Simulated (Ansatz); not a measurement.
# SiO₂ — ¹⁷O nuclear quadrupole resonance

Cell: a Materials Project structure (computed, not necessarily an observed phase), taken as it stands.

```cif
data_SiO2
_symmetry_space_group_name_H-M 'P-4n2'
_symmetry_Int_Tables_number 118
_cell_length_a 6.8576
_cell_length_b 6.8576
_cell_length_c 7.0331
_cell_angle_alpha 90.000
_cell_angle_beta 90.000
_cell_angle_gamma 90.000
loop_
_atom_site_label
_atom_site_type_symbol
_atom_site_symmetry_multiplicity
_atom_site_Wyckoff_symbol
_atom_site_fract_x
_atom_site_fract_y
_atom_site_fract_z
Si Si 8 i 0.2058 0.4510 0.9492
O9 O 8 i 0.1569 0.8180 0.5832
O12 O 4 h 0.0000 0.5000 0.0503
O13 O 4 g 0.1608 0.3392 0.7500
```

One atom of each set is listed.

The numbers come from a DFT calculation in Ansatz (r2SCAN, plane waves and PAW (field gradients read without the response of the frozen cores, which leaves them typically 4 to 6 % off), scalar-relativistic, 500 eV cutoff, Γ-centred 4×4×3 k-points, Fermi–Dirac smearing 0.02 eV).

¹⁷O: I = 5/2, Q = -25.58 mb (year-2017 value). Static lattice, zero field.

Q: At which frequencies do the ¹⁷O NQR lines lie?

A: For I = 5/2 and η = 0 the lines are 3|C_Q|/20 and twice that; η pulls their ratio below 2.

```csv
site,atoms,V_zz (10²¹ V/m²),C_Q (MHz),η,line frequencies (MHz)
O9,8,9.39,-5.81,0.32,"0.966, 1.71"
O12,4,8.88,-5.49,0.36,"0.934, 1.61"
O13,4,10.41,-6.44,0.05,"0.968, 1.93"
```

At O9 and O12 V_zz runs parallel to the line that joins its two neighbours (within 3°) in each case. At O13 V_zz points along the line of its two bonds (within 3°).
